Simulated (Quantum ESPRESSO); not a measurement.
# KTaO3 (Pm-3m) in Quantum ESPRESSO: a series of runs, part 3 of 4

Quantum ESPRESSO 7.5. Earlier steps stand in the parts before.

### Step 5. Wannier functions, PBEsol

Contents of pw.in:

```
&CONTROL
  calculation = 'scf'
  prefix = 'pwscf'
  outdir = './tmp'
  pseudo_dir = './pseudo'
  tprnfor = .true.
  tstress = .true.
  disk_io = 'low'
/
&SYSTEM
  ibrav = 0
  A = 3.9883
  nat = 5
  ntyp = 3
  ecutwfc = 56
  ecutrho = 448
  nbnd = 28
  occupations = 'smearing'
  smearing = 'fd'
  degauss = 0.00367493
/
&ELECTRONS
  conv_thr = 1d-09
  electron_maxstep = 120
  mixing_beta = 0.5
/
ATOMIC_SPECIES
Ta   180.9479 ta_pbesol_v1.uspp.F.UPF
K     39.0983 k_pbesol_v1.4.uspp.F.UPF
O     15.9990 o_pbesol_v1.2.uspp.F.UPF
CELL_PARAMETERS alat
   1.0000000000    0.0000000000    0.0000000000
   0.0000000000    1.0000000000    0.0000000000
   0.0000000000    0.0000000000    1.0000000000
ATOMIC_POSITIONS alat
Ta     0.0000000000    0.0000000000    0.0000000000
K      0.5000000000    0.5000000000    0.5000000000
O      0.0000000000    0.0000000000    0.5000000000
O      0.0000000000    0.5000000000    0.0000000000
O      0.5000000000    0.0000000000    0.0000000000
K_POINTS automatic
4 4 4 0 0 0
```

Changes to nscf.in since step 4:

```diff
@@ -14,3 +14,3 @@
   ecutrho = 448
-  nbnd = 43
+  nbnd = 22
   occupations = 'smearing'
```

Contents of pw2wan.in:

```
&INPUTPP
  prefix = 'pwscf'
  outdir = './tmp'
  seedname = 'w'
  write_mmn = .true.
  write_amn = .true.
  scdm_proj = .true.
  scdm_entanglement = 'isolated'
/
```

Changes to bands.in since step 4:

```diff
@@ -14,3 +14,3 @@
   ecutrho = 448
-  nbnd = 43
+  nbnd = 22
   occupations = 'smearing'
```

Changes to w.win since step 4:

```diff
@@ -1,5 +1,4 @@
-num_wann = 25
-num_bands = 38
+num_wann = 20
+num_bands = 20
 auto_projections = true
-dis_num_iter = 0
 num_iter = 1200
@@ -12,3 +11,3 @@
 mp_grid = 4 4 4
-exclude_bands = 1-5
+exclude_bands = 21-22
 begin unit_cell_cart
```

Potentials or basis: GBRV 1.5 PBEsol.

Command:

```sh
$ OMP_NUM_THREADS=1 pw.x -in pw.in > pw.out
$ OMP_NUM_THREADS=1 pw.x -in nscf.in > nscf.out
$ wannier90.x -pp w
$ OMP_NUM_THREADS=1 pw2wannier90.x -in pw2wan.in > pw2wan.out
$ wannier90.x w
$ OMP_NUM_THREADS=1 pw.x -in bands.in > bands.out
```

pw.out:

```text
This program is part of the open-source Quantum ESPRESSO suite
     for quantum simulation of materials; please cite
[... 9 lines left out ...]
     --------------------
     sticks:   dense  smooth     PW     G-vecs:    dense   smooth      PW
     Sum        2025    1005    293                68507    24207    3911

     Using Slab Decomposition

     bravais-lattice index     =            0
     lattice parameter (alat)  =       7.5368  a.u.
     unit-cell volume          =     428.1146 (a.u.)^3
     number of atoms/cell      =            5
     number of atomic types    =            3
     number of electrons       =        40.00
     number of Kohn-Sham states=           28
     kinetic-energy cutoff     =      56.0000  Ry
     charge density cutoff     =     448.0000  Ry
     scf convergence threshold =      1.0E-09
     mixing beta               =       0.5000
     number of iterations used =            8  plain     mixing
     Exchange-correlation= SLA  PW   PSX  PSC
                           (   1   4  10   8   0   0   0)

     celldm(1)=   7.536795  celldm(2)=   0.000000  celldm(3)=   0.000000
     celldm(4)=   0.000000  celldm(5)=   0.000000  celldm(6)=   0.000000

     crystal axes: (cart. coord. in units of alat)
               a(1) = (   1.000000   0.000000   0.000000 )
               a(2) = (   0.000000   1.000000   0.000000 )
               a(3) = (   0.000000   0.000000   1.000000 )

     reciprocal axes: (cart. coord. in units 2 pi/alat)
               b(1) = (  1.000000  0.000000  0.000000 )
               b(2) = (  0.000000  1.000000  0.000000 )
               b(3) = (  0.000000  0.000000  1.000000 )

     PseudoPot. # 1 for Ta read from file:
     ta_pbesol_v1.uspp.F.UPF
     Pseudo is Ultrasoft + core correction, Zval = 13.0
     Generated by new atomic code, or converted to UPF format
     Using radial grid of  921 points,  7 beta functions with:
                l(1) =   0
                l(2) =   0
                l(3) =   1
                l(4) =   1
                l(5) =   2
                l(6) =   2
                l(7) =   3
     Q(r) pseudized with  6 coefficients,  rinner =    1.300   1.300   1.300
                                                       1.300   1.300   1.300
                                                       1.300

     PseudoPot. # 2 for K  read from file:
     k_pbesol_v1.4.uspp.F.UPF
     Pseudo is Ultrasoft + core correction, Zval =  9.0
     Generated by new atomic code, or converted to UPF format
     Using radial grid of  841 points,  6 beta functions with:
                l(1) =   0
                l(2) =   0
                l(3) =   1
                l(4) =   1
                l(5) =   2
                l(6) =   2
     Q(r) pseudized with  6 coefficients,  rinner =    1.500   1.500   1.500
                                                       1.500   1.500

     PseudoPot. # 3 for O  read from file:
     o_pbesol_v1.2.uspp.F.UPF
     Pseudo is Ultrasoft + core correction, Zval =  6.0
     Generated by new atomic code, or converted to UPF format
     Using radial grid of  737 points,  5 beta functions with:
                l(1) =   0
                l(2) =   0
                l(3) =   1
                l(4) =   1
                l(5) =   2
     Q(r) pseudized with  8 coefficients,  rinner =    0.900   0.900   0.900
                                                       0.900   0.900

     atomic species   valence    mass     pseudopotential
     Ta               13.00   180.94790     Ta( 1.00)
     K                 9.00    39.09830     K ( 1.00)
     O                 6.00    15.99900     O ( 1.00)

     48 Sym. Ops., with inversion, found

   Cartesian axes

     site n.     atom                  positions (alat units)
         1        Ta     tau(   1) = (   0.0000000   0.0000000   0.0000000  )
         2        K      tau(   2) = (   0.5000000   0.5000000   0.5000000  )
         3        O      tau(   3) = (   0.0000000   0.0000000   0.5000000  )
         4        O      tau(   4) = (   0.0000000   0.5000000   0.0000000  )
         5        O      tau(   5) = (   0.5000000   0.0000000   0.0000000  )

     number of k points=    10  Fermi-Dirac smearing, width (Ry)=  0.0037
                       cart. coord. in units 2pi/alat
        k(    1) = (   0.0000000   0.0000000   0.0000000), wk =   0.0312500
        k(    2) = (   0.0000000   0.0000000   0.2500000), wk =   0.1875000
        k(    3) = (   0.0000000   0.0000000  -0.5000000), wk =   0.0937500
        k(    4) = (   0.0000000   0.2500000   0.2500000), wk =   0.3750000
        k(    5) = (   0.0000000   0.2500000  -0.5000000), wk =   0.3750000
        k(    6) = (   0.0000000  -0.5000000  -0.5000000), wk =   0.0937500
        k(    7) = (   0.2500000   0.2500000   0.2500000), wk =   0.2500000
        k(    8) = (   0.2500000   0.2500000  -0.5000000), wk =   0.3750000
        k(    9) = (   0.2500000  -0.5000000  -0.5000000), wk =   0.1875000
        k(   10) = (  -0.5000000  -0.5000000  -0.5000000), wk =   0.0312500

     Dense  grid:    68507 G-vectors     FFT dimensions: (  54,  54,  54)

     Smooth grid:    24207 G-vectors     FFT dimensions: (  36,  36,  36)

     Initial potential from superposition of free atoms

     starting charge      39.4953, renormalised to      40.0000

     negative rho (up, down):  9.341E-02 0.000E+00
     Starting wfcs are   33 randomized atomic wfcs

     Self-consistent Calculation

     iteration #  1     ecut=    56.00 Ry     beta= 0.50
     Davidson diagonalization with overlap
     ethr =  1.00E-02,  avg # of iterations =  5.2

     negative rho (up, down):  9.521E-02 0.000E+00
[... 19 lines left out ...]
     total energy              =    -295.91837863 Ry
     estimated scf accuracy    <       0.03435874 Ry

     iteration #  4     ecut=    56.00 Ry     beta= 0.50
     Davidson diagonalization with overlap
     c_bands:  1 eigenvalues not converged
     ethr =  8.59E-05,  avg # of iterations =  8.7

     negative rho (up, down):  9.789E-02 0.000E+00

     total energy              =    -295.92241280 Ry
     estimated scf accuracy    <       0.00633566 Ry
[... 64 lines left out ...]
     iteration # 12     ecut=    56.00 Ry     beta= 0.50
     Davidson diagonalization with overlap
     ethr =  6.79E-11,  avg # of iterations =  2.0

     negative rho (up, down):  9.821E-02 0.000E+00

     End of self-consistent calculation

          k = 0.0000 0.0000 0.0000 (  2969 PWs)   bands (ev):

   -58.8177 -25.3390 -25.3390 -25.3390 -18.4334  -8.7539  -8.0333  -8.0333
    -2.0584  -2.0584  -2.0584   6.2426   6.2426   6.2426   7.6063   7.6063
     7.6063   8.0532   8.0532   8.0532  10.7982  10.7982  10.7982  15.1515
    15.4784  15.4784  16.6151  16.6151
[... 24 lines left out ...]
   -58.8175 -25.4242 -25.3788 -25.3333 -18.3966  -8.3977  -7.7001  -7.1416
    -2.0378  -1.9832  -1.9827   3.2030   4.7199   4.8305   5.9527   6.1110
     7.0336   7.2497   7.2711   8.1391  12.4149  13.7080  14.1930  16.2328
    18.3614  18.4806  18.7171  19.5981

          k = 0.0000-0.5000-0.5000 (  3048 PWs)   bands (ev):

   -58.8174 -25.4217 -25.4217 -25.3315 -18.3891  -8.2727  -7.1749  -7.1749
    -2.0529  -2.0529  -1.9468   3.1262   3.2632   4.0690   5.8074   5.8074
     7.0237   7.2323   7.2323   8.6443  13.7280  13.7280  15.0151  16.3589
    18.7125  19.0472  20.4466  20.4466
[... 10 lines left out ...]
   -58.8174 -25.4219 -25.3770 -25.3765 -18.3887  -7.9436  -7.5800  -7.1357
    -2.1761  -2.0907  -2.0061   3.2049   4.7290   4.8564   4.8621   5.1520
     5.6680   7.8659   8.0026   8.2370  13.2445  14.1873  14.2969  18.2346
    18.3278  18.3706  19.0071  19.1814

          k = 0.2500-0.5000-0.5000 (  3060 PWs)   bands (ev):

   -58.8173 -25.4195 -25.4195 -25.3748 -18.3809  -7.7268  -7.1306  -7.1306
    -2.1934  -2.1934  -2.1487   3.1455   3.2707   4.4120   4.9418   5.1291
     5.1291   8.1198   8.1198   8.6643  14.2860  14.2860  15.0875  17.6900
    18.5789  18.5789  19.4343  19.5867

          k =-0.5000-0.5000-0.5000 (  3016 PWs)   bands (ev):

   -58.8172 -25.4174 -25.4174 -25.4174 -18.3727  -7.0844  -7.0844  -7.0844
    -2.3341  -2.3341  -2.3341   3.1039   3.2783   3.2783   4.7440   4.7440
     4.7440   8.6847   8.6847   8.6847  15.1551  15.1551  15.1551  17.4831
    17.4831  17.4831  19.3219  21.4237

     the Fermi energy is     9.7454 ev

!    total energy              =    -295.92399767 Ry
     estimated scf accuracy    <          8.7E-10 Ry
     smearing contrib. (-TS)   =      -0.00000000 Ry
     internal energy E=F+TS    =    -295.92399767 Ry

     The total energy is F=E-TS. E is the sum of the following terms:
     one-electron contribution =     -72.52114799 Ry
     hartree contribution      =      56.67170195 Ry
     xc contribution           =     -72.71007880 Ry
     ewald contribution        =    -207.36447283 Ry

     convergence has been achieved in  12 iterations

     negative rho (up, down):  9.821E-02 0.000E+00

     Forces acting on atoms (cartesian axes, Ry/au):

     atom    1 type  1   force =     0.00000000    0.00000000    0.00000000
     atom    2 type  2   force =     0.00000000    0.00000000    0.00000000
     atom    3 type  3   force =     0.00000000    0.00000000    0.00000000
     atom    4 type  3   force =     0.00000000    0.00000000    0.00000000
     atom    5 type  3   force =     0.00000000    0.00000000    0.00000000

     Total force =     0.000000     Total SCF correction =     0.000000

     Computing stress (Cartesian axis) and pressure

     negative rho (up, down):  9.821E-02 0.000E+00
          total   stress  (Ry/bohr**3)                   (kbar)     P=       -0.70
  -0.00000477   0.00000000   0.00000000           -0.70        0.00        0.00
   0.00000000  -0.00000477   0.00000000            0.00       -0.70        0.00
   0.00000000   0.00000000  -0.00000477            0.00        0.00       -0.70

=------------------------------------------------------------------------------=
   JOB DONE.
=------------------------------------------------------------------------------=
```

It took 5.9 min on 1 thread of Arm Neoverse V1, shared host; peak memory 0.49 GiB.

What came out:

| Item | Value |
| --- | --- |
| Free energy | -4026.2511 eV |
| Pressure | -0.1 GPa |
| Band gap on the k mesh | 2.11 eV, indirect (least direct gap 2.74 eV) |
| Band gap along the path | 2.11 eV, indirect (least direct gap 2.75 eV) |
| Total Wannier spread | 13.52 Å² over 20 functions |
| RMS miss of the Wannier bands | 0.009 eV |

Levels at the corners of the path, in eV from the valence-band top:
```csv
point,band 16,band 17,band 18,band 19,band 20,band 21,band 22
Γ,-1.08,-1.08,-0.63,-0.63,-0.63,2.11,2.11
X,-2.35,-2.18,-1.55,-0.86,-0.86,2.28,5.00
M,-2.88,-1.66,-1.45,-1.45,-0.04,5.04,5.04
Γ,-1.08,-1.08,-0.63,-0.63,-0.63,2.11,2.11
R,-3.94,-3.94,0.00,0.00,0.00,6.47,6.47
X,-2.35,-2.18,-1.55,-0.86,-0.86,2.28,5.00
M,-2.88,-1.66,-1.45,-1.45,-0.04,5.04,5.04
R,-3.94,-3.94,0.00,0.00,0.00,6.47,6.47
```

Wannier functions:
```csv
function,nearest atom,distance (Å),spread (Å²),on-site energy from the reference level (eV)
1,1 Ta,0.30,0.42,-42.17
2,1 Ta,0.30,0.42,-42.17
3,1 Ta,0.30,0.42,-42.12
4,3 O,0.39,0.71,-9.19
5,5 O,0.39,0.70,-9.25
6,4 O,0.39,0.70,-9.24
7,3 O,0.36,0.77,-8.22
8,5 O,0.36,0.78,-8.13
9,4 O,0.36,0.78,-8.15
10,5 O,0.31,0.88,-6.53
11,4 O,0.31,0.88,-6.51
12,3 O,0.31,0.88,-6.51
13,1 Ta,0.30,0.42,-42.18
14,2 K,0.35,0.52,-15.75
15,2 K,0.35,0.52,-15.73
16,2 K,0.35,0.52,-15.74
17,3 O,0.30,0.89,-6.33
18,4 O,0.31,0.89,-6.36
19,5 O,0.30,0.89,-6.35
20,2 K,0.35,0.52,-15.78
```

Parts of the spread (Å²): invariant 11.07, diagonal 0.000, off-diagonal 2.45, total 13.52. Against the direct bands the interpolation misses by 9 meV (root mean square) and 61 meV at most, for states up to 1 eV over the reference level.

Caveat: spin-orbit coupling is left out, which moves the levels of the heavy elements; the Wannier minimisation didn't converge. A hybrid or GW would open this gap; PBEsol tends to underestimate it.

(Part 3 of 4 ends here.)
